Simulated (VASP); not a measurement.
A run of VASP 6.6.1 is set up as follows.

INCAR

```
PREC     = Accurate       # precision mode
ENCUT    = 520            # plane-wave cutoff, eV
EDIFF    = 1E-6           # SCF threshold, eV
ISMEAR   = -1             # smearing method
SIGMA    = 0.1            # smearing width, eV
LREAL    = F              # projectors in reciprocal space
LASPH    = T              # aspherical terms in the spheres
NELM     = 60             # most SCF steps
ALGO     = Normal         # electronic algorithm
ISIF     = 2              # what is computed and relaxed
LWAVE    = F              # write WAVECAR
LCHARG   = F              # write CHGCAR
GGA      = PS             # functional
NBANDS   = 8              # bands
```

KPOINTS

```
Automatic mesh
0
Gamma
  14 14 14
```

The input POSCAR:

```
Li
1.0
    0.0000000000      2.1880625560      2.1880625560
    2.1880625560      0.0000000000      2.1880625560
    2.1880625560      2.1880625560      0.0000000000
Li
1
Direct
    0.0000000000      0.0000000000      0.0000000000
```

Potentials or basis: VASP PAW PBE potentials, release 64 (Li_sv).

Launch:

```bash
$ cat potpaw_PBE.64/Li_sv/POTCAR > POTCAR
$ mpirun -np 1 vasp_std > vasp.out
```

Task: Predict the band gap on the k mesh.

Result: None (metal or under the smearing width).
